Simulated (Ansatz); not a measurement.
Input of an Ansatz 0.2.0 run:

input.yaml

```yaml
crystal:
  lattice:
    - [2.7341, 0.0, 0.0]
    - [-1.36705, 2.3678000565, 0.0]
    - [0.0, 0.0, 4.3197]
  atoms:
    - { symbol: Os, position: [0.6666666667, 0.3333333333, 0.75] }
    - { symbol: Os, position: [0.3333333333, 0.6666666667, 0.25] }
kpoints:
  mp_grid: { grid: [11, 11, 6] }
  band_path:
    path:
      - [0.0, 0.0, 0.0]
      - [0.5, 0.0, 0.0]
      - [0.3333333333, 0.3333333333, 0.0]
      - [0.0, 0.0, 0.0]
      - [0.0, 0.0, 0.5]
      - [0.5, 0.0, 0.5]
      - [0.3333333333, 0.3333333333, 0.5]
      - [0.0, 0.0, 0.5]
    npoints: 6
scf:
  occupations: { method: fermi_dirac, width: 0.05 }
hamiltonian:
  xc: pbe
  pseudopotentials: { kind: all_electron, lapw: { basis_error: 0.001 } }
output:
  forces: true
  stress: true
  eigenvalues: true
```

Potentials or basis: all-electron LAPW, scalar-relativistic.

Launch:

```console
$ ansatz run input.yaml --threads 1 --pin off --max-ram 3072MiB --backend cpu --events-out ev --progress --plain --runs-dir out
```

Estimate the pressure.

8.8 GPa.

What does it give for the band gap along the path?

None (metal or under the smearing width).

Stress tensor (GPa, compression positive):
```
8.66 0.00 0.00
0.00 8.66 0.00
0.00 0.00 9.08
```

Caveat: spin-orbit coupling is left out, which moves the levels of the heavy elements.
